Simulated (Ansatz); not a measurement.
TiO2 (I4/m) from a database of computed structures was relaxed with 3 functionals in Ansatz, cell and atoms free, the symmetry of the start kept (meshes: PBE 6×6×6, r2SCAN 6×6×6, PBEsol 6×6×6). Spin-unpolarised throughout; all numbers are computed.

The PBEsol result:
```
Ti O
1.0
    -4.33221    4.33221    1.88078
     4.33221   -4.33221    1.88078
     4.33221    4.33221   -1.88078
Ti O
4 8
Direct
  0.29216 0.00456 0.29672
  0.00456 0.70784 0.71241
  0.99544 0.29216 0.28759
  0.70784 0.99544 0.70328
  0.49836 0.15113 0.64949
  0.16197 0.84076 0.00273
  0.15113 0.50164 0.65277
  0.15924 0.16197 0.32120
  0.84076 0.83803 0.67880
  0.84887 0.49836 0.34723
  0.83803 0.15924 0.99727
  0.50164 0.84887 0.35051
```

It is tetragonal, I4/m (No. 87); conventional cell a = 8.664 Å, c = 3.762 Å, 11.77 Å³ an atom. Around Ti lie 6 O at 1.79–2.26 Å; around O lie 4 Ti at 1.94–2.26 Å; around O lie 2 Ti at 1.79–1.81 Å.

Problem. Order the functionals by the relaxed volume, smallest first.
A. PBE
B. PBEsol
C. r2SCAN

Solution. B (11.77 Å³/atom), C (11.86 Å³/atom), A (12.17 Å³/atom).

Problem. What lattice does PBE give?

Solution. a = 8.809 Å, c = 3.765 Å; the volume differs by +3.5 % from PBEsol's. Around Ti lie 6 O at 1.77–2.40 Å; around O lie 4 Ti at 1.96–2.40 Å; around O lie 2 Ti at 1.77–1.86 Å.

Problem. What lattice does r2SCAN give?

Solution. a = 8.697 Å, c = 3.762 Å; the volume differs by +0.8 % from PBEsol's. Ti is surrounded by 6 O at 1.79–2.25 Å; O is surrounded by 4 Ti at 1.95–2.25 Å; O is surrounded by 2 Ti at 1.79–1.80 Å.

Problem. Held at the r2SCAN cell, what mean stress does PBE find, and does its sign point to its own minimum?

Solution. Yes. PBE +4.51 GPa, and its relaxed volume is +2.7 % from r2SCAN's. Compression counts positive, so a positive stress asks for a larger cell.
